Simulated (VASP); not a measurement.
# GeS (Pnma) in VASP: further runs

One crystal, GeS, is run at these levels: PBE+D3(BJ), r2SCAN; tasks: relaxation of shape and atoms at fixed volume, relaxation of cell and atoms.

Everything below comes from runs of VASP 6.6.1. Logs are shortened: lines on timing, memory, paths and dates and some standing lists are left out, and cuts for length are marked.

## 1. Starting point

It takes space group Pnma (No. 62, orthorhombic). The conventional cell has a = 10.481 Å, b = 3.646 Å, c = 4.299 Å, α = 90.00°, β = 90.00°, γ = 90.00°. Ge (site symmetry m) is surrounded by 3 S at 2.44 to 2.45 Å. S (site symmetry m) has 3 Ge at 2.44 to 2.45 Å as nearest neighbours.

## 2. Relaxation of shape and atoms at fixed volume, PBE+D3(BJ) (a relaxed cell with its volume scaled by 1.02)

File INCAR:

```
ALGO = Normal
EDIFF = 1E-7
EDIFFG = -0.01
ENCUT = 600
GGA = PE
IBRION = 2
ISIF = 4
ISMEAR = 0
IVDW = 12
KPAR = 2
LASPH = T
LCHARG = F
LREAL = F
LWAVE = F
NELM = 80
NSW = 40
PREC = Accurate
SIGMA = 0.03
```

File KPOINTS:

```
k-points
0
Gamma
  4 8 6
```

File POSCAR:

```
GeS                                     
1.0
   10.7280343457      0.0000000000      0.0000000000
    0.0000000000      3.7086403376      0.0000000000
    0.0000000000      0.0000000000      4.3781534367
  Ge              S             
     4     4
Direct
     0.1247307389281593    0.2500000000000000    0.1326890020419413
     0.3752692610718407    0.7500000000000000    0.6326890020419412
     0.6247307389281593    0.2500000000000000    0.3673109979580587
     0.8752692610718407    0.7500000000000000    0.8673109979580588
     0.8495031896761398    0.2500000000000000    0.4964264727104492
     0.6504968103238602    0.7500000000000000    0.9964264727104492
     0.3495031896761398    0.2500000000000000    0.0035735272895508
     0.1504968103238602    0.7500000000000000    0.5035735272895508
```

Potentials or basis: VASP PAW PBE potentials, release 64 (Ge_d, S).

On the command line:

```
$ cat potpaw_PBE.64/Ge_d/POTCAR potpaw_PBE.64/S/POTCAR > POTCAR
$ mpirun -np 2 vasp_std > vasp.out
```

OUTCAR:

```text
EDIFF = 1E-7
   EDIFFG = -0.01
   ENCUT = 600
   GGA = PE
   IBRION = 2
   ISIF = 4
   ISMEAR = 0
   IVDW = 12
   LASPH = T
   LREAL = F
   NELM = 80
   NSW = 40
   PREC = Accurate
 IVDW          = 12

 ion  position               nearest neighbor table
   1  0.125  0.250  0.133-   7 2.48   8 2.48   8 2.48
   2  0.375  0.750  0.633-   8 2.48   7 2.48   7 2.48
   3  0.625  0.250  0.367-   5 2.48   6 2.48   6 2.48
   4  0.875  0.750  0.867-   6 2.48   5 2.48   5 2.48
   5  0.850  0.250  0.496-   3 2.48   4 2.48   4 2.48
   6  0.650  0.750  0.996-   4 2.48   3 2.48   3 2.48
   7  0.350  0.250  0.004-   1 2.48   2 2.48   2 2.48
   8  0.150  0.750  0.504-   2 2.48   1 2.48   1 2.48

  LATTYP: Found a simple orthorhombic cell.
 ALAT       =     3.7086403376
 B/A-ratio  =     1.1805279127
 C/A-ratio  =     2.8927136010

  Lattice vectors:

 A1 = (   0.0000000000,   3.7086403376,   0.0000000000)
 A2 = (   0.0000000000,   0.0000000000,   4.3781534367)
 A3 = (  10.7280343457,   0.0000000000,   0.0000000000)

Analysis of symmetry for initial positions (statically):
=====================================================================
 Subroutine PRICEL returns:
 Original cell was already a primitive cell.

 Routine SETGRP: Setting up the symmetry group for a
 simple orthorhombic supercell.

 Subroutine GETGRP returns: Found  8 space group operations
 (whereof  2 operations were pure point group operations)
 out of a pool of  8 trial point group operations.

The static configuration has the point symmetry S_2 .
 The point group associated with its full space group is D_2h.

Analysis of symmetry for dynamics (positions and initial velocities):
=====================================================================
 Subroutine PRICEL returns:
 Original cell was already a primitive cell.

 Routine SETGRP: Setting up the symmetry group for a
 simple orthorhombic supercell.

 Subroutine GETGRP returns: Found  8 space group operations
 (whereof  2 operations were pure point group operations)
 out of a pool of  8 trial point group operations.

The dynamic configuration has the point symmetry S_2 .
 The point group associated with its full space group is D_2h.

 Subroutine INISYM returns: Found  8 space group operations
 (whereof  2 operations are pure point group operations),
 and found     1 'primitive' translations

----------------------------------------------------------------------------------------

                                     Primitive cell

  volume of cell :     174.1911

  direct lattice vectors                    reciprocal lattice vectors
    10.728034346  0.000000000  0.000000000     0.093213721  0.000000000  0.000000000
     0.000000000  3.708640338  0.000000000     0.000000000  0.269640598  0.000000000
     0.000000000  0.000000000  4.378153437     0.000000000  0.000000000  0.228406796

  length of vectors
[... 86 lines left out ...]
   ISTART =      0    job   : 0-new  1-cont  2-samecut
   ICHARG =      2    charge: 1-file 2-atom 10-const
   ISPIN  =      1    spin polarized calculation?
   LNONCOLLINEAR =      F non collinear calculations
   LSORBIT =      F    spin-orbit coupling
   LASPH  =      T    aspherical Exc in radial PAW
   ENCUT  =  600.0 eV  44.10 Ry    6.64 a.u.  21.43  7.41  8.74*2*pi/ulx,y,z
   NELM   =     80;   NELMIN=  2; NELMDL= -5     # of ELM steps
   EDIFF  = 0.1E-06   stopping-criterion for ELM
   LREAL  =      F    real-space projection
   EDIFFG = -.1E-01   stopping-criterion for IOM
   NSW    =     40    number of steps for IOM
   IBRION =      2    ionic relax: 0-MD 1-quasi-New 2-CG
   NFREE  =      1    steps in history (QN), initial steepest desc. (CG)
   ISIF   =      4    stress and relaxation
   ISYM   =      2    0-nonsym 1-usesym 2-fastsym
   POTIM  = 0.5000    time-step for ionic-motion
   TEBEG  =    0.0;   TEEND  =   0.0 temperature during run
   PSTRESS=    0.0 pullay stress
   NELECT =      80.0000    total number of electrons
   NUPDOWN=      -1.0000    fix difference up-down
   EMIN   =  10.00;   EMAX   =-10.00  energy-range for DOS
   EFERMI =   0.00;   METHOD = LEGACY
   ISMEAR =     0;   SIGMA  =   0.03  broadening in eV -4-tet -1-fermi 0-gaus
   EFERMI_NEDOS =   21; number of points for ismear=-14 and -15
   IALGO  =     38    algorithm
   IMIX   =      4    mixing-type and parameters
     AMIX     =   0.40;   BMIX     =  1.00
     AMIX_MAG =   1.60;   BMIX_MAG =  1.00
  volume/ion in A,a.u.               =      21.77       146.94
  Fermi-wavevector in a.u.,A,eV,Ry     =   1.263076  2.386868 21.706210  1.595361
  Thomas-Fermi vector in A             =   2.396452
   LORBIT       =      0    0 simple, 1 ext, 2 COOP (PROOUT), +10 PAW based schemes
   GGA     = PE    functional components
   LHFCALC =     F    Hartree Fock is set to
   AEXX    =    0.0000 exact exchange contribution
   IVDW    =    12    specifies the selected vdW correction
   LEPSILON=     F    determine dielectric tensor
   LRPA    =     F    only Hartree local field effects (RPA)
 conjugate gradient relaxation of ions
 non-spin polarized calculation
 Gauss-broadening in eV      SIGMA  =   0.03
  energy-cutoff  :      600.00
  volume of cell :      174.19
 maximum number of plane-waves:      5852
 NGX is ok and might be reduce to    90
   NGX = 43   NGY = 15   NGZ = 17

--------------------------------------- Ionic step        1  -------------------------------------------

 number of electron      80.0000015 magnetization

 Free energy of the ion-electron system (eV)
  ---------------------------------------------------
  ext. energy  EPLUGINS =         0.00000000
  ---------------------------------------------------
  free energy    TOTEN  =       -36.63896410 eV

  energy without entropy =      -36.63896410  energy(sigma->0) =      -36.63896410

------------------------ aborting loop because EDIFF is reached ----------------------------------------

 Edisp (eV)   -2.60202

 E8    (eV) :    -1.0629
[... 221 lines left out ...]
--------------------------------------- Ionic step        6  -------------------------------------------

 number of electron      80.0000022 magnetization

 Free energy of the ion-electron system (eV)
  ---------------------------------------------------
  ext. energy  EPLUGINS =         0.00000000
  ---------------------------------------------------
  free energy    TOTEN  =       -36.64835970 eV

  energy without entropy =      -36.64835970  energy(sigma->0) =      -36.64835970

 E-fermi :   4.4743     XC(G=0):  -9.8152

 val. band max:        4.3190759290   @ k =   0.0000   0.0000   0.0000
 cond. band min:       5.5874506842   @ k =   0.0000   0.0000   0.0000
 fundamental gap:      1.2683747552
 Fermi energy:         4.4742651560

 k-point     1 :       0.0000    0.0000    0.0000
  band No.  band energies     occupation
      1     -20.0048      2.00000
      2     -20.0029      2.00000
      3     -19.9984      2.00000
      4     -19.9972      2.00000
      5     -19.9968      2.00000
      6     -19.9959      2.00000
[... 1213 lines left out ...]
     47       8.3444      0.00000
     48       8.3444      0.00000

 [... further k-points ...]

------------------------ aborting loop because EDIFF is reached ----------------------------------------

 Edisp (eV)   -2.59899

 E8    (eV) :    -1.0616
[... 31 lines left out ...]
  FREE ENERGIE OF THE ION-ELECTRON SYSTEM (eV)
  ---------------------------------------------------
  free  energy   TOTEN  =       -39.2473464774 eV

  energy  without entropy=      -39.2473464774  energy(sigma->0) =      -39.24734648

 reached required accuracy - stopping structural energy minimisation
```

OSZICAR:

```text
N       E                     dE             d eps       ncg     rms          rms(c)
DAV:   1     0.100129631785E+04    0.10013E+04   -0.39524E+04  7368   0.395E+03
DAV:   2     0.169147133374E+03   -0.83215E+03   -0.79912E+03  5760   0.112E+03
DAV:   3    -0.200398361325E+02   -0.18919E+03   -0.18058E+03  6624   0.254E+02
[... 53 lines left out ...]
DAV:   3    -0.366484095291E+02    0.16656E-02   -0.14097E-03  8880   0.420E-01    0.894E-02
DAV:   4    -0.366483529478E+02    0.56581E-04   -0.79404E-04  7984   0.207E-01    0.288E-02
DAV:   5    -0.366483605048E+02   -0.75570E-05   -0.12026E-04  6312   0.104E-01    0.184E-02
DAV:   6    -0.366483596463E+02    0.85847E-06   -0.10666E-05  7600   0.155E-02    0.398E-03
DAV:   7    -0.366483597498E+02   -0.10346E-06   -0.16736E-06  5736   0.870E-03    0.414E-03
DAV:   8    -0.366483597044E+02    0.45395E-07   -0.70873E-08  3768   0.270E-03
   6 F= -.39247346E+02 E0= -.39247346E+02  d E =-.114703E-02
```

Wall time 7.9 min (2 MPI ranks of Intel Xeon 6975P-C (Granite Rapids), shared host); peak memory 0.62 GiB.

What came out:

- Free energy: -39.2473 eV
- Energy gained by relaxing: 0.8 meV/atom
- Ionic steps: 6
- Pressure after relaxing: -1.1 GPa
- Largest force after relaxing: 0.010 eV/Å
- Band gap on the k mesh: 1.27 eV, direct
- Dispersion energy per atom: -0.325 eV

Forces on the atoms (eV/Å):
```
Ge  -0.008  0.000  0.005
Ge   0.008  0.000  0.005
Ge  -0.008  0.000 -0.005
Ge   0.008  0.000 -0.005
S    0.000  0.000  0.002
S    0.000  0.000  0.002
S    0.000  0.000 -0.002
S    0.000  0.000 -0.002
```

The path:
```tsv
step	energy change (eV)	largest force (eV/Å)	pressure (GPa)
1	0.0000	0.1154	-1.65
2	-0.0034	0.0629	-1.44
3	-0.0052	0.0218	-1.16
4	-0.0052	0.0222	-1.15
5	-0.0059	0.0121	-1.11
6	-0.0064	0.0097	-1.05
```

Final structure:
```yaml
crystal:
  lattice:
    - [10.74549, 0.00000, 0.00000]
    - [0.00000, 3.68595, 0.00000]
    - [0.00000, 0.00000, 4.39794]
  atoms:
    - { symbol: Ge, position: [0.12584, 0.25000, 0.13449] }
    - { symbol: Ge, position: [0.37416, 0.75000, 0.63449] }
    - { symbol: Ge, position: [0.62584, 0.25000, 0.36551] }
    - { symbol: Ge, position: [0.87416, 0.75000, 0.86551] }
    - { symbol: S, position: [0.84844, 0.25000, 0.49793] }
    - { symbol: S, position: [0.65156, 0.75000, 0.99793] }
    - { symbol: S, position: [0.34844, 0.25000, 0.00207] }
    - { symbol: S, position: [0.15156, 0.75000, 0.50207] }
```

(Continued in part 2 of 2.)
